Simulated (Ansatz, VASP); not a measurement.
**Two plane-wave programs on SiC**

```
Si C
1.0
     0.00000    2.12510    2.12510
     2.12510    0.00000    2.12510
     2.09705    2.09705    0.02805
Si C
1 1
Cartesian
  0.0000 0.0000 0.0000
  3.1666 3.1666 3.2087
```

Alike in both runs: task single point; functional PBEsol; k mesh 12 × 12 × 12; occupations gaussian, width 0.05 eV; no spin polarisation.

|  | VASP | Ansatz |
| --- | --- | --- |
| version | VASP 6.6.1 | Ansatz 0.2.0 |
| potentials or method | VASP PAW PBE potentials, release 64 (Si, C) | scalar-relativistic, plane waves, PAW |
| plane-wave cutoff (eV) | 520 | 520 |
| valence electrons in the cell | 8 | 8 |

|  | VASP | Ansatz | Ansatz less VASP |
| --- | --- | --- | --- |
| gap on the k mesh at the Fermi level (eV) | 1.04 | 1.06 | +0.013 |
| least direct gap on the mesh (eV) | 4.41 | 4.43 | +0.019 |
| pressure (GPa) | 25.7 | 25.3 | -0.39 |
| largest component of the traceless stress (GPa) | 4.76 | 4.74 | -0.025 |
| rms of the force components (eV/Å) | 0.203 | 0.202 | -0.0012 |

Atom by atom the forces differ by 0.001 eV/Å (rms over components). Ansatz warned: «pseudo_functional_mismatch».

Caveats: so large a pressure means that the cell lies far from this level's equilibrium, or that cutoff or potentials fall short (VASP); the potentials were made for another functional, which shifts forces and pressure (VASP). A k mesh can miss the band edges.
